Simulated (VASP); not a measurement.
**CuO (Tenorite) under changes of volume**

One of the cells (10.366 Å³/atom); the others are scaled copies at fixed shape and fractional positions:

```
Cu O
1.0
     2.36018   -1.72475    0.00000
     2.36018    1.72475    0.00000
    -0.86625    0.00000    5.09294
Cu O
2 2
Direct
  0.49680 0.00320 0.50000
  0.00320 0.49680 0.00000
  0.40560 0.57140 0.75370
  0.57140 0.40560 0.25370
```

| Item | Value |
| --- | --- |
| Program | VASP 6.6.1 |
| Functional | PBE |
| Potentials or basis | VASP PAW PBE potentials, release 64 (Cu, O) |
| Cutoff | 520 eV |
| k mesh | 10 × 10 × 5 |
| Occupations | fermi-dirac, width 0.05 eV |
| Spin | no spin polarisation |

```tsv
volume (Å³/atom)	energy over the lowest point (meV/atom)	pressure (GPa)	largest force (eV/Å)
9.553	57.02	19.9	0.995
9.756	34.77	14.9	0.921
9.959	18.54	10.4	0.853
10.366	1.69	2.8	0.729
10.569	0.00	-0.5	0.712
10.772	?	?	?
```

Task: What does the run at 10.772 Å³/atom give?

Result: Energy over the lowest point 2.18 meV/atom; pressure -3.3 GPa; largest force 0.705 eV/Å.

Worked out: A Birch-Murnaghan fit of order 3 (a polynomial in V^(-2/3)) to the other rows has its minimum at 10.55 Å³/atom with B0 = V·E''(V) = 159 GPa and B' = 4.8 at fixed shape and positions, which overstates the stiffness. It gives 2.16 meV/atom at 10.772 Å³/atom, against the run's 2.18, and -dE/dV = -3.1 GPa, against -3.3.

Energies are extrapolated to zero smearing.

Caveats: the run has no spin polarisation, though such a crystal can be magnetic.
